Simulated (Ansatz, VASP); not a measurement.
## Two plane-wave programs on SiO2 (pbe)

```
Si O
1.0
     4.23219    0.00000    0.00000
     0.00000    4.23219    0.00000
     0.00000    0.00000    2.69175
Si O
2 4
Direct
  0.00000 0.00000 0.00000
  0.50000 0.50000 0.50000
  0.30700 0.30700 0.00000
  0.19300 0.80700 0.50000
  0.69300 0.69300 0.00000
  0.80700 0.19300 0.50000
```

Alike in both runs: task relaxation of cell and atoms; functional PBE; k mesh 6 × 6 × 8; occupations gaussian, width 0.02 eV; no spin polarisation.

```csv
,VASP,Ansatz
version,VASP 6.6.1,Ansatz 0.2.0
potentials or method,"VASP PAW PBE potentials, release 64 (Si, O)","scalar-relativistic, plane waves, PAW"
plane-wave cutoff (eV),600,420
valence electrons in the cell,32,32
```

```csv
,VASP,Ansatz,Ansatz less VASP
"gap on the k mesh at the Fermi level, each at its own relaxed structure (eV)",5.04,5.05,+0.015
relaxed volume (Å³/atom),8.03,8.04,+0.010
relaxed cell length with the largest relative difference (Å),4.231,4.236,+0.0049
```

A k mesh can miss the band edges. A hybrid or GW would open this gap; PBE tends to underestimate it.
